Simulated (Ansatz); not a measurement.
# CdSe: a bulk modulus from differences

It was relaxed at this level from a Materials Project cell.

The calculation used DFT PBE, scalar-relativistic, plane waves, PAW (Ansatz 0.2.0). Plane waves to 420 eV, a 10×10×10 mesh through Γ for the 2-atom cell and 0.02 eV Gaussian smearing; no spin polarisation.

```
Cd Se
1.0
     0.00000    3.09841    3.09841
     3.09841    0.00000    3.09841
     3.09841    3.09841    0.00000
Cd Se
1 1
Direct
  0.00000 0.00000 0.00000
  0.75000 0.75000 0.75000
```

The cell was set to several volumes, with shape and atoms relaxed at each where symmetry leaves them free. Pressure is positive in compression, and energies count from the lowest row.

| row | V (Å³/atom) | P (GPa) | ΔE (meV/atom) | gap on mesh (eV) |
| --- | --- | --- | --- | --- |
| 1 | 26.176 | 7.68 | 75.6 | 0.75 |
| 2 | 27.068 | ? | ? | ? |
| 3 | 27.961 | 3.18 | 16.6 | 0.62 |
| 4 | 28.853 | 1.44 | 3.8 | 0.56 |
| 5 | 29.745 | -0.02 | 0.0 | 0.49 |
| 6 | 30.638 | -1.25 | 3.6 | 0.43 |
| 7 | 31.530 | -2.29 | 13.6 | 0.37 |
| 8 | 32.720 | -3.42 | 35.0 | 0.30 |

Q: Find B = −V·ΔP/ΔV from rows 4 and 6 and from rows 1 and 3, and from the two its slope B′ and its value B0 at zero pressure.

A: Rows 4 and 6 give −(28.853 + 30.638)/2 × (-1.25 − (1.44))/(30.638 − 28.853) = 44.8 GPa at a mean pressure of 0.09 GPa. Rows 1 and 3 give −(26.176 + 27.961)/2 × (3.18 − (7.68))/(27.961 − 26.176) = 68.2 GPa at a mean pressure of 5.43 GPa. So B′ = (68.2 − 44.8)/(5.43 − (0.09)) = 4.38 and B0 = 44.8 − 4.38 × (0.09) = 44.4 GPa. A third-order Birch–Murnaghan fit to all the energies gives B0 = 44.7 GPa and B′ = 4.7.

Q: Estimate the pressure and energy of row 2.

A: From row 5, V0 = 29.745 × (1 + (-0.02)/44.4) = 29.732 Å³/atom. Murnaghan's form P = (B0/B′)·[(V0/V)^B′ − 1] gives (44.4/4.38) × [(29.732/27.068)^4.38 − 1] = 5.16 GPa; the computed pressure is 5.23 GPa, so the estimate is off by -0.07 GPa. The work of compression from row 3, with the mean of the two pressures, gives ΔE = 16.6 + (5.16 + 3.18)/2 × (27.961 − 27.068)/160.2 × 1000 = 39.8 meV/atom (1 eV/Å³ = 160.2 GPa); the computed value is 39.8 meV/atom.

Q: Fit the gap against pressure through the other rows and estimate it at the computed pressure of row 2.

A: Over the 7 rows the mean pressure is 0.7600 GPa and the mean gap is 0.503 eV. The sums of products of deviations are S_xx = 85.63 and S_xy = 3.442, so the slope is 3.442/85.63 = 0.0402 (r = 0.99, rms misfit 0.02 eV). At 5.23 GPa the line gives 0.503 + (0.0402) × (5.23 − 0.7600) = 0.68 eV. The computed value is 0.69 eV, so the line is off by -0.01 eV, less than the largest miss among the fitted rows (0.03 eV).

Kohn–Sham gaps at this level usually fall short of measured ones. All volumes keep the k mesh of the relaxed cell. A later test with randomly moved atoms came back to the same energy, though modes that don't fit the test's cell weren't probed.
